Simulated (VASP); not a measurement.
## AlP: single point with PBEsol

**The experiment to reproduce.**

From a printed reference work, data compilation, for a bulk crystal of AlP at 4.2 K: band gap 2.505 eV (indirect).

The system is AlP.

```
CELL_PARAMETERS angstrom
0.00000 2.73510 2.73510
2.73510 0.00000 2.73510
2.73510 2.73510 0.00000
ATOMIC_POSITIONS crystal
Al 0.00000 0.00000 0.00000
P 0.25000 0.25000 0.25000
```

```
Program             : VASP 6.6.1
Task                : single point
Functional          : PBEsol
Potentials or basis : VASP PAW PBE potentials, release 64 (Al, P)
Cutoff              : 500 eV
k mesh              : 8 × 8 × 8
Occupations         : fermi-dirac, width 0.02 eV
Spin                : no spin polarisation
```

The pressure is 0.0 GPa and the band gap on the k mesh is 1.45 eV (least direct gap 3.16 eV).

Levels at points of the mesh, in eV from the valence-band top:
| k point | band 2 | band 3 | band 4 | band 5 | band 6 | band 7 |
| --- | --- | --- | --- | --- | --- | --- |
| (0.00, 0.00, 0.00) | 0.00 | 0.00 | 0.00 | 3.16 | 4.50 | 4.50 |
| (0.50, 0.00, 0.00) | -5.56 | -0.76 | -0.76 | 2.71 | 4.75 | 4.75 |
| (0.50, 0.50, 0.00) | -5.32 | -2.11 | -2.11 | 1.45 | 2.37 | 10.95 |

Run time: 9.7 s on 1 thread of Intel(R) Xeon(R) Platinum 8259CL CPU @ 2.50GHz (Skylake/Cascade Lake), on a shared host, peak memory 0.15 GiB.

A measured gap of AlP is 2.505 eV (indirect; 4.2 K; a printed reference work, data compilation); the calculated 1.45 eV misses it by -1.06 eV. The value is that of PBEsol on a finite k mesh, which can miss the band edges, without temperature or zero-point motion. Semilocal functionals fall short of measured gaps as a rule.

Caveat: the PAW data sets were made with another functional, which shifts forces and pressure a little.
